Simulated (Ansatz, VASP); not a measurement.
Si3C in VASP and in Ansatz

File POSCAR:

```
Si3C
1.0
    3.4318101962      0.0000000000      0.0000000000
    0.0000000000      3.4318101962      0.0000000000
    0.0000000000      0.0000000000      5.0004336169
C Si
1 3
Direct
    0.0000000000      0.0000000000      0.0000000000
    0.0000000000      0.5000000000      0.2031984769
    0.5000000000      0.5000000000      0.5000000000
    0.5000000000      0.0000000000      0.7968015231
```

INCAR.step1

```
SYSTEM = Si3C
ALGO = Normal
EDIFF = 1E-4
ENCUT = 520
GGA = PE
ISMEAR = -1
LASPH = .TRUE.
LCHARG = .FALSE.
LREAL = .FALSE.
LWAVE = .TRUE.
NBANDS = 16
NELM = 80
PREC = Accurate
SIGMA = 0.02
```

The input INCAR.step2:

```
SYSTEM = Si3C
ALGO = Normal
EDIFF = 1E-6
ENCUT = 520
ISIF = 2
ISMEAR = -1
ISTART = 1
LASPH = .TRUE.
LCHARG = .FALSE.
LMIXTAU = .TRUE.
LREAL = .FALSE.
LWAVE = .FALSE.
METAGGA = R2SCAN
NBANDS = 16
NELM = 80
PREC = Accurate
SIGMA = 0.02
```

File KPOINTS:

```
k-points
0
G
  8 8 6
  0 0 0
```

Input for Ansatz:

```yaml
crystal:
  lattice:
    - [3.4318101962, 0.0, 0.0]
    - [0.0, 3.4318101962, 0.0]
    - [0.0, 0.0, 5.0004336169]
  atoms:
    - { symbol: C, position: [0.0, 0.0, 0.0] }
    - { symbol: Si, position: [0.0, 0.5, 0.2031984769] }
    - { symbol: Si, position: [0.5, 0.5, 0.5] }
    - { symbol: Si, position: [0.5, 0.0, 0.7968015231] }
kpoints:
  mp_grid: { grid: [8, 8, 6] }
  band_path:
    path:
      - [0.0, 0.0, 0.0]
      - [0.0, 0.5, 0.0]
      - [0.5, 0.5, 0.0]
      - [0.0, 0.0, 0.5]
      - [0.0, 0.5, 0.5]
      - [0.5, 0.5, 0.5]
    npoints: 1
hamiltonian:
  xc: r2scan
scf:
  occupations: { method: fermi_dirac, width: 0.02 }
  n_extra_bands: 5
output:
  forces: true
  stress: true
  eigenvalues: true
```

Alike in both runs: task single point; functional r2SCAN; k mesh 8 × 8 × 6; occupations fermi-dirac, width 0.02 eV; no spin polarisation.

|  | VASP | Ansatz |
| --- | --- | --- |
| version | VASP 6.6.1 | Ansatz 0.2.0 |
| potentials or method | VASP PAW PBE potentials, release 64 (C, Si) | plane waves, PAW |
| plane-wave cutoff (eV) | 520 | 500 |
| valence electrons in the cell | 16 | 16 |

```csv
,VASP,Ansatz,Ansatz less VASP
pressure (GPa),-0.3,-0.2,+0.18
largest component of the traceless stress (GPa),0.09,0.11,+0.021
rms of the force components (eV/Å),0.005,0.019,+0.0141
```

Atom by atom the forces differ by 0.014 eV/Å (rms over components).

Caveats: the PAW data sets were made with another functional, which shifts forces and pressure a little (VASP).
